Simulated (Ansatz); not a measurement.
**CdS: band gap under strain**

Aim: follow the gap of CdS built on the wurtzite prototype through these states: no strain; -4.0 % strain along z alone; -3.0 % strain along z alone. The table at the end shows which levels were run.

Code: Ansatz 0.2.0. PAW datasets, plane waves. Calculated at 0 K for a non-magnetic cell.

## (1) Starting point

The unstrained cell was relaxed with r2SCAN; in each strained cell the atoms were relaxed again with r2SCAN. Names of k-points are those of the unstrained zone, where strain can split equivalent points. First state: no strain.

The symmetry is P6_3mc (No. 186, hexagonal); a = 4.165 Å, c = 6.766 Å in the conventional setting, 25.41 Å³ an atom. Near Cd stand 4 S at 2.54–2.55 Å; near S stand 4 Cd at 2.54–2.55 Å.

The structure in full:

```cif
data_structure
_symmetry_space_group_name_H-M 'P6_3mc'
_symmetry_Int_Tables_number 186
_cell_length_a 4.1646
_cell_length_b 4.1646
_cell_length_c 6.7660
_cell_angle_alpha 90.000
_cell_angle_beta 90.000
_cell_angle_gamma 120.000
_cell_volume 101.63
loop_
_atom_site_label
_atom_site_type_symbol
_atom_site_symmetry_multiplicity
_atom_site_Wyckoff_symbol
_atom_site_fract_x
_atom_site_fract_y
_atom_site_fract_z
_atom_site_occupancy
Cd1 Cd 2 b 0.33333 0.66667 0.99904 1
S1 S 2 b 0.33333 0.66667 0.37596 1
```

## (2) No strain: PBE

Contents of input.yaml:

```yaml
crystal:
  lattice:
    - [4.1646012827, 0.0, 0.0]
    - [-2.0823006414, 3.6066505075, 0.0]
    - [0.0, 0.0, 6.76601049]
  atoms:
    - { symbol: Cd, position: [0.3333333333, 0.6666666667, -0.0009631164] }
    - { symbol: Cd, position: [0.6666666667, 0.3333333333, 0.4990368836] }
    - { symbol: S, position: [0.3333333333, 0.6666666667, 0.3759631164] }
    - { symbol: S, position: [0.6666666667, 0.3333333333, 0.8759631164] }
kpoints:
  mp_grid: { grid: [12, 12, 4] }
  band_path:
    path:
      - [0.0, 0.0, 0.0]
      - [0.5, 0.0, 0.0]
      - [0.3333333333, 0.3333333333, 0.0]
      - [0.0, 0.0, 0.5]
      - [0.5, 0.0, 0.5]
      - [0.3333333333, 0.3333333333, 0.5]
    npoints: 1
hamiltonian:
  xc: pbe
scf:
  occupations: { method: fermi_dirac, width: 0.02 }
  n_extra_bands: 5
output:
  forces: true
  stress: true
  eigenvalues: true
```

Launch:

```sh
ansatz run input.yaml --threads 2 --pin off --max-ram 29491MiB --backend cpu --events-out ev --progress --plain --runs-dir out
```

The runs that follow: No strain: r2SCAN; No strain: HSE06; No strain: r2SCAN+SOC; No strain: r2SCAN; No strain: G0W0@PBE; -4.0 % strain along z alone: PBE; -4.0 % strain along z alone: r2SCAN; -4.0 % strain along z alone: HSE06; -4.0 % strain along z alone: r2SCAN+SOC; -4.0 % strain along z alone: r2SCAN; -4.0 % strain along z alone: G0W0@PBE; -3.0 % strain along z alone: PBE; -3.0 % strain along z alone: r2SCAN; -3.0 % strain along z alone: HSE06; -3.0 % strain along z alone: r2SCAN+SOC; -3.0 % strain along z alone: r2SCAN; -3.0 % strain along z alone: G0W0@PBE.

Q: Predict the outcome of this session.

The runs gave:

Least gap in eV (negative: overlap), with the change from the unstrained cell in brackets. G0W0 is on its own coarse mesh.

```
                      state  volume change (%)           PBE        r2SCAN         HSE06          G0W0
                  no strain               +0.0          1.17          1.63          2.19          1.94
-4.0 % strain along z alone               -4.0  1.27 (+0.10)  1.73 (+0.10)  2.29 (+0.10)  2.09 (+0.15)
-3.0 % strain along z alone               -3.0  1.25 (+0.08)  1.72 (+0.09)  2.27 (+0.08)  2.06 (+0.12)
```

**Reading.** The largest move of the HSE06 gap in the table is +0.104 eV, under -4.0 % strain along z alone. PBE and HSE06 differ by 1.02 eV on the unstrained gap, and by at most 0.01 eV on its change: the two disagree on the size of the gap but agree on its response to strain. G0W0 here is at a finite number of bands, screening cutoff and k mesh, not at the basis limit.
